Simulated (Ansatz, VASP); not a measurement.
**GaAs in VASP and in Ansatz**

```
As Ga
1.0
     0.00000    2.82685    2.82685
     2.88339    0.00000    2.82685
     2.88339    2.82685    0.00000
As Ga
1 1
Direct
  0.75000 0.75000 0.75000
  0.00000 0.00000 0.00000
```

Change from the starting cell: strain = 0.02.

Alike in both runs: task single point; functional PBE; k mesh 8 × 8 × 8; occupations fermi-dirac, width 0.05 eV; no spin polarisation.

```csv
,VASP,Ansatz
version,VASP 6.6.1,Ansatz 0.2.0
potentials or method,"VASP PAW PBE potentials, release 64 (As, Ga_d)",Ansatz PAW
plane-wave cutoff (eV),520,420
valence electrons in the cell,18,28
```

|  | VASP | Ansatz | Ansatz less VASP |
| --- | --- | --- | --- |
| gap on the k mesh at the Fermi level (eV) | 0.33 | 0.33 | -0.004 |
| least direct gap on the mesh (eV) | 0.33 | 0.33 | -0.004 |
| pressure (GPa) | 2.0 | 1.8 | -0.18 |
| largest component of the traceless stress (GPa) | 0.80 | 0.81 | +0.004 |

The functional is the same, so the differences come from potentials, cutoffs and numerics. The two sets of potentials don't hold the same shells in valence.
